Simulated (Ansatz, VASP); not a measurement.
## Two plane-wave programs on GaN

The input INCAR:

```
PREC = Accurate ; ENCUT = 520
EDIFF = 1E-7 ; ISMEAR = 0
SIGMA = 0.02 ; LREAL = F
LASPH = T ; NELM = 100
ALGO = Normal ; ISIF = 2
LWAVE = F ; LCHARG = F
GGA = PE ; NBANDS = 26
```

KPOINTS

```
Automatic mesh
0
Gamma
  12 12 6
```

File POSCAR:

```
GaN
1.0
    3.3014438475      0.0000000000      0.0000000000
   -1.6507219238      2.8591342411      0.0000000000
    0.0000000000      0.0000000000      5.0533295400
Ga N
2 2
Direct
    0.3333333333      0.6666666667     -0.0290360046
    0.6666666667      0.3333333333      0.4709639954
    0.3333333333      0.6666666667      0.4040360046
    0.6666666667      0.3333333333      0.9040360046
```

Input for Ansatz:

```yaml
crystal:
  lattice:
    - [3.3014438475, 0.0, 0.0]
    - [-1.6507219238, 2.8591342411, 0.0]
    - [0.0, 0.0, 5.05332954]
  atoms:
    - { symbol: Ga, position: [0.3333333333, 0.6666666667, -0.0290360046] }
    - { symbol: Ga, position: [0.6666666667, 0.3333333333, 0.4709639954] }
    - { symbol: "N", position: [0.3333333333, 0.6666666667, 0.4040360046] }
    - { symbol: "N", position: [0.6666666667, 0.3333333333, 0.9040360046] }
basis:
  ecutwfc: 420
kpoints:
  mp_grid: { grid: [12, 12, 6] }
hamiltonian:
  xc: pbe
scf:
  occupations: { method: gaussian, width: 0.02 }
output:
  forces: true
  stress: true
  eigenvalues: true
```

Alike in both runs: task single point; functional PBE; k mesh 12 × 12 × 6; occupations gaussian, width 0.02 eV; no spin polarisation.

|  | VASP | Ansatz |
| --- | --- | --- |
| version | VASP 6.6.1 | Ansatz 0.2.0 |
| potentials or method | VASP PAW PBE potentials, release 64 (Ga_d, N) | scalar-relativistic, plane waves, PAW |
| plane-wave cutoff (eV) | 520 | 420 |
| valence electrons in the cell | 36 | 36 |

Ansatz gave:

- gap on the k mesh at the Fermi level (eV): 1.19
- least direct gap on the mesh (eV): 1.19
- pressure (GPa): -2.1
- largest component of the traceless stress (GPa): 0.77
- rms of the force components (eV/Å): 0.659

Problem. What did VASP give for the same quantities?

Solution. gap on the k mesh at the Fermi level (eV): 1.19; least direct gap on the mesh (eV): 1.19; pressure (GPa): -2.1; largest component of the traceless stress (GPa): 0.88; rms of the force components (eV/Å): 0.654.

Atom by atom the forces differ by 0.005 eV/Å (rms over components).

Caveats: forces of over 1 eV/Å show positions far from the minimum, so gaps and moduli don't describe the material at rest.
